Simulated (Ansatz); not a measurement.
Crystal: MoS2.

```xyz
3
Lattice="1.5800 0.9122 6.1500 -1.5800 0.9122 6.1500 0.0000 -1.8244 6.1500" Properties=species:S:1:pos:R:3 pbc="T T T"
Mo    0.0000    0.0000    0.0000
S     0.0000    0.0000    7.6936
S     0.0000    0.0000    4.6125
```

Measurements of this composition are mostly on another form, of space group No. 194.

Base run:

* Program: Ansatz 0.2.0
* Functional: PBEsol
* Potentials or basis: Ansatz PAW
* Cutoff: 420 eV (not typed: the program's choice for these potentials)
* k mesh: 10 × 10 × 10
* Occupations: fermi-dirac, width 0.05 eV
* Spin: spin-orbit coupling, no magnetisation

Its results: band gap on the k mesh 0.87 eV, indirect (least direct gap 1.89 eV); pressure 0.3 GPa; largest force 0.260 eV/Å.

**Question.** The run is repeated on the same cell with these changes: functional from PBEsol to PBE; spin from spin-orbit coupling, no magnetisation to no spin polarisation; potential files from those of the base run to others of the same set. What comes out?

**Answer.** Band gap on the k mesh 0.95 eV, indirect (least direct gap 1.96 eV); pressure 5.4 GPa; largest force 0.521 eV/Å.

Several settings changed at once, so the effect can't be laid on one alone.

Caveats: the PAW data sets come from PBE, with cores solved anew for the run's functional, which leaves a small shift of forces and pressure (some runs).
